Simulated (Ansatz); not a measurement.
# Find the missing element

Cell vectors (Å):

```
0.0000 3.1213 3.1213
3.1213 0.0000 3.1213
3.1213 3.1213 0.0000
```

```tsv
atom	a	b	c
K	0.0000	0.0000	0.0000
X	0.5000	0.5000	0.5000
```

Method: PBEsol, PAW on Ansatz 0.2.0's default frozen-core files (fitted under PBE), scalar-relativistic. k mesh 6×6×6, strains of ±0.003, fixed occupations.

Elastic constants of a crystal by Kohn-Sham DFT: slopes of the stress over finite engineering strains of the given cell, Voigt indices, Cartesian axes as in the cell vectors.

```tsv
index	elastic (GPa)
11	43.2
12	6.1
44	6.5
```

Q: All X atoms are one element. Which one was computed?

A: Cl; the crystal is KCl (Fm-3m).

Keep in mind: frozen-core PAW files fitted under PBE, their cores solved anew for the functional of the run.
